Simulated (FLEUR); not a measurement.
Runs of FLEUR MaX-R8.1 (later development tree) on PbSe (Clausthalite). It takes space group Fm-3m (No. 225, cubic). Conventional cell: a = 6.121 Å, b = 6.121 Å, c = 6.121 Å, α = 90.00°, β = 90.00°, γ = 90.00°. Pb (site symmetry m-3m) is surrounded by 6 Se at 3.06 Å. Se (site symmetry m-3m) has 6 Pb at 3.06 Å as nearest neighbours. 

| task | level | muffin-tin radii | lmax | lnonsphr | max iterations | mixing factor | gap on the mesh (eV) | V0 of scaled cells (Å³/atom) | B0 (GPa) |
| --- | --- | --- | --- | --- | --- | --- | --- | --- | --- |
| equation of state | PBE | Pb 2.66, Se 2.39 bohr | Pb 11, Se 10 | - | - | - | - | 30.06 | 47 |
| single point | PBEsol | Pb 2.66, Se 2.39 bohr | Pb 10, Se 10 | Pb 10, Se 10 | 60 | 0.05 | 0.20 | - | - |
| band structure | LDA | Pb 2.66, Se 2.46 bohr | Pb 10, Se 10 | Pb 10, Se 10 | 60 | 0.05 | 0.19 | - | - |
| equation of state | AM05 | Pb 2.66, Se 2.39 bohr | Pb 11, Se 10 | - | - | - | - | 28.71 | 50 |
| equation of state | r2SCAN | Pb 2.66, Se 2.39 bohr | Pb 10, Se 10 | Pb 10, Se 10 | - | - | - | 29.50 | 51 |
| equation of state | PBEsol | Pb 2.66, Se 2.39 bohr | Pb 10, Se 10 | Pb 10, Se 10 | - | - | - | 28.41 | (a) |
| band structure | AM05 | Pb 2.66, Se 2.46 bohr | Pb 11, Se 10 | - | 60 | 0.05 | 0.26 | - | - |
| equation of state | LDA | Pb 2.66, Se 2.39 bohr | Pb 10, Se 10 | Pb 10, Se 10 | - | - | - | 27.52 | 57 |
| single point | PBE | Pb 2.66, Se 2.39 bohr | Pb 11, Se 10 | - | 60 | 0.05 | 0.29 | - | - |
| band structure | PBEsol | Pb 2.66, Se 2.46 bohr | Pb 10, Se 10 | Pb 10, Se 10 | 60 | 0.05 | 0.20 | - | - |
| equation of state | LDA | Pb 2.66, Se 2.39 bohr | Pb 11, Se 10 | - | - | - | - | 27.53 | 57 |
| band structure | r2SCAN | Pb 2.66, Se 2.46 bohr | Pb 10, Se 10 | Pb 10, Se 10 | 80 | 0.05 | (b) | - | - |

Alike in all rows: potentials or basis all-electron, FLAPW; no spin polarisation; cell as given; k mesh 8 × 8 × 8; smearing fermi-dirac 0.05 eV; kmax 4.1 1/bohr.

Problem. Estimate the missing entries.

Solution. (a) 53; (b) 0.58.

Caveats: spin-orbit coupling is left out, which as a rule narrows the gap of such compounds by several tenths of an eV (some runs); the meta-GGA is that of a development version, with a GGA for the radial functions and cores and without core tails (some runs).

A k mesh can miss the band edges, and the runs leave out spin-orbit coupling on Pb, Se.

Not every run made on this cell is shown here.
